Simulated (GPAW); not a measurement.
# Si in GPAW: convergence with convergence criteria

Input of the first run (convergence criteria density=0.001 energy=0.01 eigenstates=0.0001); the others differ in this setting and in those tied to it:

The input run.py:

```python
from ase.dft.bandgap import bandgap
from ase.io import read, write
from ase.units import GPa
from gpaw import GPAW, PW

atoms = read('POSCAR')

calc = GPAW(mode=PW(600),
            xc='PBE',
            kpts={'size': (9, 9, 9), 'gamma': True},
            occupations={'name': 'fermi-dirac', 'width': 0.05},
            nbands=11,
            convergence={'density': 0.001, 'energy': 0.01, 'eigenstates': 0.0001},
            maxiter=100,
            txt='gpaw.txt')
atoms.calc = calc
energy = atoms.get_potential_energy()
forces = atoms.get_forces()
stress = atoms.get_stress()
calc.write('gs.gpw')
write('result.traj', atoms)
print(f'Energy: {energy:.6f} eV')
print('Forces (eV/A):')
print(forces.round(4))
print('Stress (GPa):', (stress / GPa).round(3))
print('Fermi level:', round(calc.get_fermi_level(), 4), 'eV')
print(f'Gap: {bandgap(calc)[0]:.4f} eV, direct: {bandgap(calc, direct=True)[0]:.4f} eV')
```

POSCAR

```
Si
1.0
   -2.3713723045      2.3713723045      1.3292653899
    2.3713723045     -2.3713723045      1.3292653899
    2.3713723045      2.3713723045     -1.3292653899
Si
2
Direct
    0.5000000000      0.5000000000      0.0000000000
    0.2500000000      0.7500000000      0.5000000000
```

Potentials or basis: GPAW PAW data sets (gpaw-data 1.2.1), pw.

Run with:

```sh
$ OMP_NUM_THREADS=1 python run.py
```

This isn't the form of Si at room conditions, which is diamond.

Hardware: 1 thread of Arm Neoverse V1 (shared host).

```
                        convergence criteria  energy less the tightest run, at zero smearing (meV/atom)  SCF cycles  CPU time (s)  peak memory (GiB)
density=0.001 energy=0.01 eigenstates=0.0001                                                       0.00           6            12               0.17
                                     default                                                       0.00           7            16               0.17
                  density=1e-05 energy=1e-05                                                       0.00           8            17               0.17
                 density=1e-05 forces=0.0001                                                       0.00           9            18               0.17
density=1e-06 energy=1e-06 eigenstates=1e-10                                                       0.00          10            20               0.17
```

Against the tightest run, the energy stays within 1 meV/atom from density=0.001 energy=0.01 eigenstates=0.0001 on. The tightest run that finished is the yardstick and may itself not be fully converged.
